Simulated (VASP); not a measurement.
# Ni (Fm-3m) in VASP: settings compared, part 2 of 2

VASP 6.6.1. Earlier steps stand in the parts before.

### 4 Relaxation of cell and atoms, r2SCAN, collinear spin, ferromagnetic start

File INCAR:

```
SYSTEM = Ni
ALGO = Normal ; EDIFF = 1E-7
EDIFFG = -0.005 ; ENCUT = 600
IBRION = 2 ; ISIF = 3
ISMEAR = 0 ; ISPIN = 2
LASPH = .TRUE. ; LCHARG = .FALSE.
LMAXMIX = 4 ; LMIXTAU = .TRUE.
LORBIT = 11 ; LREAL = .FALSE.
LWAVE = .FALSE. ; MAGMOM = 1
METAGGA = R2SCAN ; NELM = 150
NSW = 90 ; PREC = Accurate
SIGMA = 0.1
```

File KPOINTS:

```
k-points
0
G
  20 20 20
  0 0 0
```

File POSCAR:

```
Ni
1.0
    0.0000000000      1.7756500000      1.7756500000
    1.7756500000      0.0000000000      1.7756500000
    1.7756500000      1.7756500000      0.0000000000
Ni
1
Direct
    0.0000000000      0.0000000000      0.0000000000
```

The run is started by

```console
$ cat potpaw_PBE.64/Ni/POTCAR > POTCAR
$ mpirun -np 1 vasp_std > vasp.out
```

Wall time 7.5 min (1 thread of Intel Xeon 6975P-C (Granite Rapids), shared host); peak memory 0.19 GiB.

It converged, with:

```yaml
Free_energy: -11.9469 eV
Relaxed_volume: 10.53 Å³/atom
Relaxed_cell: a = 2.460 Å, b = 2.460 Å, c = 2.460 Å, α = 60.00°, β = 60.00°, γ = 60.00°
Space_group_after_relaxing_to_0.05_Å: Fm-3m (No. 225)
Energy_gained_by_relaxing: 25.1 meV/atom
Ionic_steps: 5
Pressure_after_relaxing: -0.1 GPa
Band_gap_on_the_k_mesh: none (metal or under the smearing width)
Net_moment: 0.72 μB per cell
Site_moments: Ni +0.74 μB
Valence_electrons_inside_the_program's_atomic_spheres: Ni 9.40
```

Step by step:
| step | energy change (eV) | largest force (eV/Å) | pressure (GPa) | volume (Å³) |
| --- | --- | --- | --- | --- |
| 1 | 0.0000 | 0.0000 | -11.37 | 11.20 |
| 2 | -0.0024 | 0.0000 | 13.47 | 9.96 |
| 3 | -0.0251 | 0.0000 | -0.17 | 10.53 |
| 4 | -0.0251 | 0.0000 | 0.08 | 10.52 |
| 5 | -0.0251 | 0.0000 | -0.07 | 10.53 |

Final structure:
```cif
data_structure
_symmetry_space_group_name_H-M 'P 1'
_symmetry_Int_Tables_number 1
_cell_length_a 2.4602
_cell_length_b 2.4602
_cell_length_c 2.4602
_cell_angle_alpha 60.000
_cell_angle_beta 60.000
_cell_angle_gamma 60.000
_cell_volume 10.53
loop_
_atom_site_label
_atom_site_type_symbol
_atom_site_fract_x
_atom_site_fract_y
_atom_site_fract_z
_atom_site_occupancy
Ni1 Ni 0.00000 0.00000 0.00000 1
```

Levels at points of the mesh, in eV from the Fermi level:
Spin up:
```
           k point  band 3  band 4  band 5  band 6  band 7  band 8
(0.00, 0.00, 0.00)   -3.03   -3.03   -1.69   -1.69   24.83   29.24
(0.50, 0.00, 0.00)   -2.95   -1.06   -1.06   -0.47    5.88   23.25
(0.50, 0.50, 0.00)   -0.97   -0.97   -0.94    2.51    9.64   15.73
```
Spin down:
```csv
k point,band 2,band 3,band 4,band 5,band 6,band 7
"(0.00, 0.00, 0.00)",-1.70,-1.70,-1.70,-0.93,-0.93,24.57
"(0.50, 0.00, 0.00)",-2.04,-2.04,-0.69,0.18,0.18,6.58
"(0.50, 0.50, 0.00)",-3.86,-0.15,0.56,0.56,2.25,9.99
```

Caveat: the PAW data sets were made with another functional, which shifts forces and pressure a little.

### 5 Relaxation of cell and atoms, r2SCAN+rVV10, collinear spin, ferromagnetic start

File INCAR:

```
SYSTEM = Ni
ALGO = Normal ; BPARAM = 11.95
CPARAM = 0.0093 ; EDIFF = 1E-7
EDIFFG = -0.005 ; ENCUT = 600
IBRION = 2 ; ISIF = 3
ISMEAR = 0 ; ISPIN = 2
IVDW_NL = 2 ; LASPH = .TRUE.
LCHARG = .FALSE. ; LMAXMIX = 4
LMIXTAU = .TRUE. ; LORBIT = 11
LREAL = .FALSE. ; LUSE_VDW = .TRUE.
LWAVE = .FALSE. ; MAGMOM = 1
METAGGA = R2SCAN ; NELM = 150
NSW = 90 ; PREC = Accurate
SIGMA = 0.1
```

KPOINTS is that of step 4.

POSCAR is that of step 4.

Potentials or basis: VASP PAW PBE potentials, release 64 (Ni).

The run is started by

```console
$ cat potpaw_PBE.64/Ni/POTCAR > POTCAR
$ mpirun -np 1 vasp_std > vasp.out
```

OUTCAR:

```text
SYSTEM = Ni
   BPARAM = 11.95
   EDIFF = 1E-7
   EDIFFG = -0.005
   ENCUT = 600
   IBRION = 2
   ISIF = 3
   ISMEAR = 0
   ISPIN = 2
   IVDW_NL = 2
   LASPH = .TRUE.
   LORBIT = 11
   LREAL = .FALSE.
   METAGGA = R2SCAN
   NELM = 150
   NSW = 90
   PREC = Accurate

 ion  position               nearest neighbor table
   1  0.000  0.000  0.000-

  LATTYP: Found a face centered cubic cell.
 ALAT       =     3.5513000000

  Lattice vectors:

 A1 = (   0.0000000000,   1.7756500000,   1.7756500000)
 A2 = (   1.7756500000,   0.0000000000,   1.7756500000)
 A3 = (   1.7756500000,   1.7756500000,   0.0000000000)

Analysis of symmetry for initial positions (statically):
=====================================================================
 Subroutine PRICEL returns:
 Original cell was already a primitive cell.

 Routine SETGRP: Setting up the symmetry group for a
 face centered cubic supercell.

 Subroutine GETGRP returns: Found 48 space group operations
 (whereof 48 operations were pure point group operations)
 out of a pool of 48 trial point group operations.

The static configuration has the point symmetry O_h .

Analysis of symmetry for dynamics (positions and initial velocities):
=====================================================================
 Subroutine PRICEL returns:
 Original cell was already a primitive cell.

 Routine SETGRP: Setting up the symmetry group for a
 face centered cubic supercell.

 Subroutine GETGRP returns: Found 48 space group operations
 (whereof 48 operations were pure point group operations)
 out of a pool of 48 trial point group operations.

The dynamic configuration has the point symmetry O_h .

Analysis of structural, dynamic, and magnetic symmetry:
=====================================================================
 Subroutine PRICEL returns:
 Original cell was already a primitive cell.

 Routine SETGRP: Setting up the symmetry group for a
 face centered cubic supercell.

 Subroutine GETGRP returns: Found 48 space group operations
 (whereof 48 operations were pure point group operations)
 out of a pool of 48 trial point group operations.

The overall configuration has the point symmetry O_h .

 Subroutine INISYM returns: Found 48 space group operations
 (whereof 48 operations are pure point group operations),
 and found     1 'primitive' translations

----------------------------------------------------------------------------------------

                                     Primitive cell

  volume of cell :      11.1970

  direct lattice vectors                    reciprocal lattice vectors
     0.000000000  1.775650000  1.775650000    -0.281587024  0.281587024  0.281587024
     1.775650000  0.000000000  1.775650000     0.281587024 -0.281587024  0.281587024
     1.775650000  1.775650000  0.000000000     0.281587024  0.281587024 -0.281587024

  length of vectors
     2.511148312  2.511148312  2.511148312     0.487723033  0.487723033  0.487723033

  position of ions in fractional coordinates (direct lattice)
     0.000000000  0.000000000  0.000000000

  ion indices of the primitive-cell ions
   primitive index   ion index
                 1           1

[... 63 lines left out ...]
   ISTART =      0    job   : 0-new  1-cont  2-samecut
   ICHARG =      2    charge: 1-file 2-atom 10-const
   ISPIN  =      2    spin polarized calculation?
   LNONCOLLINEAR =      F non collinear calculations
   LSORBIT =      F    spin-orbit coupling
   LASPH  =      T    aspherical Exc in radial PAW
   ENCUT  =  600.0 eV  44.10 Ry    6.64 a.u.   5.02  5.02  5.02*2*pi/ulx,y,z
   NELM   =    150;   NELMIN=  2; NELMDL= -5     # of ELM steps
   EDIFF  = 0.1E-06   stopping-criterion for ELM
   LREAL  =      F    real-space projection
   EDIFFG = -.5E-02   stopping-criterion for IOM
   NSW    =     90    number of steps for IOM
   IBRION =      2    ionic relax: 0-MD 1-quasi-New 2-CG
   NFREE  =      1    steps in history (QN), initial steepest desc. (CG)
   ISIF   =      3    stress and relaxation
   ISYM   =      2    0-nonsym 1-usesym 2-fastsym
   POTIM  = 0.5000    time-step for ionic-motion
   TEBEG  =    0.0;   TEEND  =   0.0 temperature during run
   PSTRESS=    0.0 pullay stress
   NELECT =      10.0000    total number of electrons
   NUPDOWN=      -1.0000    fix difference up-down
   EMIN   =  10.00;   EMAX   =-10.00  energy-range for DOS
   EFERMI =   0.00;   METHOD = LEGACY
   ISMEAR =     0;   SIGMA  =   0.10  broadening in eV -4-tet -1-fermi 0-gaus
   EFERMI_NEDOS =   21; number of points for ismear=-14 and -15
   IALGO  =     38    algorithm
   IMIX   =      4    mixing-type and parameters
     AMIX     =   0.40;   BMIX     =  1.00
     AMIX_MAG =   1.60;   BMIX_MAG =  1.00
  volume/ion in A,a.u.               =      11.20        75.56
  Fermi-wavevector in a.u.,A,eV,Ry     =   1.576549  2.979246 33.817371  2.485507
  Thomas-Fermi vector in A             =   2.677365
   LORBIT       =     11    0 simple, 1 ext, 2 COOP (PROOUT), +10 PAW based schemes
   METAGGA = R2SCAN    functional components
   LHFCALC =     F    Hartree Fock is set to
   AEXX    =    0.0000 exact exchange contribution
   IVDW_NL    =     2    kernel type
   BPARAM     =11.9500
   IVDW    =     0    specifies the selected vdW correction
   LEPSILON=     F    determine dielectric tensor
   LRPA    =     F    only Hartree local field effects (RPA)
 conjugate gradient relaxation of ions
 spin polarized calculation
 Gauss-broadening in eV      SIGMA  =   0.10
  energy-cutoff  :      600.00
  volume of cell :       11.20
 maximum number of plane-waves:       388
   NGX =  9   NGY =  9   NGZ =  9

--------------------------------------- Ionic step        1  -------------------------------------------

 number of electron      10.0000007 magnetization       0.7625588

 Free energy of the ion-electron system (eV)
  ---------------------------------------------------
  ext. energy  EPLUGINS =         0.00000000
  ---------------------------------------------------
  free energy    TOTEN  =       -11.67308612 eV

  energy without entropy =      -11.66627407  energy(sigma->0) =      -11.66968010

------------------------ aborting loop because EDIFF is reached ----------------------------------------

  FORCE on cell =-STRESS in cart. coord.  units (eV):
  Direction    XX          YY          ZZ          XY          YZ          ZX
  --------------------------------------------------------------------------------------
  -------------------------------------------------------------------------------------
  Total       -0.9196852     -0.9196852     -0.9196852      0.0000000      0.0000000      0.0000000
  in kB     -131.5975208   -131.5975208   -131.5975208      0.0000000      0.0000000      0.0000000
  external PRESSURE =    -131.5975208 kB  Pullay stress =       0.0000000 kB
[... 22 lines left out ...]
--------------------------------------- Ionic step        2  -------------------------------------------

 number of electron      10.0000001 magnetization       0.6741331

 E-fermi :  10.8899     XC(G=0): -15.1604

 val. band max:       10.8885213206   @ k =   0.4000   0.0000   0.0000
 cond. band min:      10.8920136574   @ k =  -0.3000   0.3500   0.0500
 fundamental gap:      0.0034923368
 Fermi energy:        10.8898571271

 spin component 1

 k-point     1 :       0.0000    0.0000    0.0000
  band No.  band energies     occupation
      1       0.6808      1.00000
      2       7.7159      1.00000
      3       7.7159      1.00000
      4       7.7159      1.00000
      5       9.1810      1.00000
      6       9.1810      1.00000
      7      36.3691      0.00000
      8      41.4000      0.00000
      9      41.4000      0.00000
     10      41.4001      0.00000
[... 719 lines left out ...]
--------------------------------------- Ionic step        5  -------------------------------------------

 number of electron       9.9999997 magnetization       0.7219234

 Free energy of the ion-electron system (eV)
  ---------------------------------------------------
  ext. energy  EPLUGINS =         0.00000000
  ---------------------------------------------------
  free energy    TOTEN  =       -11.70648084 eV

  energy without entropy =      -11.69955521  energy(sigma->0) =      -11.70301803

 E-fermi :   9.9058     XC(G=0): -14.7022

 val. band max:        9.9049828005   @ k =  -0.4000   0.1000   0.0000
 cond. band min:       9.9061498460   @ k =  -0.4000   0.0500   0.0000
 fundamental gap:      0.0011670455
 Fermi energy:         9.9058353251

 spin component 1

 k-point     1 :       0.0000    0.0000    0.0000
  band No.  band energies     occupation
      1       0.1757      1.00000
      2       6.8564      1.00000
      3       6.8564      1.00000
      4       6.8564      1.00000
      5       8.2152      1.00000
      6       8.2152      1.00000
      7      34.8021      0.00000
      8      39.2865      0.00000
      9      39.2865      0.00000
     10      39.2866      0.00000
[... 643 lines left out ...]
  FREE ENERGIE OF THE ION-ELECTRON SYSTEM (eV)
  ---------------------------------------------------
  free  energy   TOTEN  =       -11.7064808434 eV

  energy  without entropy=      -11.6995552108  energy(sigma->0) =      -11.70301803

 reached required accuracy - stopping structural energy minimisation

 total charge

# of ion       s       p       d       tot
------------------------------------------
    1        0.533   0.560   8.329   9.422

 magnetization (x)

# of ion       s       p       d       tot
------------------------------------------
    1       -0.010  -0.043   0.792   0.739
```

OSZICAR:

```text
N       E                     dE             d eps       ncg     rms          rms(c)
DAV:   1     0.233630201086E+02    0.23363E+02   -0.53747E+03 10372   0.147E+03
[... 60 lines left out ...]
DAV:   2    -0.117065010093E+02    0.64165E-04   -0.12514E-03 11532   0.507E-01    0.456E-02
DAV:   3    -0.117064807625E+02    0.20247E-04   -0.21406E-04 11860   0.211E-01    0.156E-02
DAV:   4    -0.117064793194E+02    0.14431E-05   -0.47833E-06 11058   0.183E-02    0.669E-03
DAV:   5    -0.117064801287E+02   -0.80924E-06   -0.98352E-07 12630   0.115E-02    0.262E-03
DAV:   6    -0.117064804955E+02   -0.36688E-06   -0.43851E-07  6230   0.838E-03    0.111E-03
DAV:   7    -0.117064808614E+02   -0.36582E-06   -0.25171E-07  5396   0.482E-03    0.538E-04
DAV:   8    -0.117064808434E+02    0.17982E-07   -0.30017E-08  5120   0.214E-03
   5 F= -.11706481E+02 E0= -.11703018E+02  d E =-.260244E-05  mag=     0.7219
```

Run time: 8.2 min. Hardware: 1 thread of Intel Xeon 6975P-C (Granite Rapids), shared host; peak memory 0.24 GiB.

What came out:

- Free energy: -11.7065 eV
- Relaxed volume: 10.43 Å³/atom
- Relaxed cell: a = 2.453 Å, b = 2.453 Å, c = 2.453 Å, α = 60.00°, β = 60.00°, γ = 60.00°
- Space group after relaxing (to 0.05 Å): Fm-3m (No. 225)
- Energy gained by relaxing: 33.4 meV/atom
- Ionic steps: 5
- Pressure after relaxing: -0.1 GPa
- Band gap on the k mesh: none (metal or under the smearing width)
- Net moment: 0.72 μB per cell
- Site moments: Ni +0.74 μB
- Valence electrons inside the program's atomic spheres: Ni 9.42

Step by step:
| step | energy change (eV) | largest force (eV/Å) | pressure (GPa) | volume (Å³) |
| --- | --- | --- | --- | --- |
| 1 | 0.0000 | 0.0000 | -13.16 | 11.20 |
| 2 | -0.0008 | 0.0000 | 16.86 | 9.77 |
| 3 | -0.0334 | 0.0000 | -0.22 | 10.44 |
| 4 | -0.0334 | 0.0000 | 0.08 | 10.43 |
| 5 | -0.0334 | 0.0000 | -0.07 | 10.43 |

Final structure:
```xyz
1
Lattice="0.0000 1.7344 1.7344 1.7344 0.0000 1.7344 1.7344 1.7344 0.0000" Properties=species:S:1:pos:R:3 pbc="T T T"
Ni    1.7344    1.7344    3.4687
```

Caveat: the PAW data sets were made with another functional, which shifts forces and pressure a little.
